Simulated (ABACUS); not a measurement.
Runs of ABACUS 3.10.1 on CsSnI3. The structure is cubic, space group Pm-3m (No. 221). The conventional cell has a = 6.206 Å, b = 6.206 Å, c = 6.206 Å, α = 90.00°, β = 90.00°, γ = 90.00°. Around Cs (site symmetry m-3m) lie 12 I at 4.39 Å. Around I (site symmetry 4/mmm) lie 2 Sn at 3.10 Å. Sn (site symmetry m-3m) is surrounded by 6 I at 3.10 Å. 

| task | level | potentials or basis | k mesh | cutoff (eV) | symmetry key | threshold of the eigensolver | path | points for each segment of the path | gap on the mesh (eV) | pressure (GPa) |
| --- | --- | --- | --- | --- | --- | --- | --- | --- | --- | --- |
| single point | PBEsol | Ansatz NC PBE, plane waves | 4 × 4 × 4 | 993 | 1 | - | - | - | (c) | -0.3 |
| single point | LDA | PseudoDojo NC SR 0.4.1 LDA standard, plane waves | 4 × 4 × 4 | 993 | 1 | - | - | - | 0.28 | -1.3 |
| single point | PBEsol | PseudoDojo NC SR 0.4.1 PBEsol standard, plane waves | 5 × 5 × 5 | 993 | 1 | - | - | - | (a) | -0.7 |
| single point | r2SCAN | SG15 ONCV 1.2 PBE, plane waves | 3 × 3 × 3 | 1143 | 1 | - | - | - | 3.41 | (b) |

Alike in all rows: no spin polarisation; cell as given; smearing fermi-dirac 0.05 eV.

Estimate the missing entries.

(a) 1.73; (b) -0.6; (c) 0.23.

Caveats: spin-orbit coupling is left out, which moves the levels of the heavy elements; the cell was measured hot, at 500 K; the potentials were made for another functional, which shifts forces and pressure (some runs); an odd mesh through Γ misses points on the zone boundary, where band edges often lie (some runs).

A k mesh can miss the band edges, and the runs leave out spin-orbit coupling on Cs, I, Sn.

Not every run made on this cell is shown here.
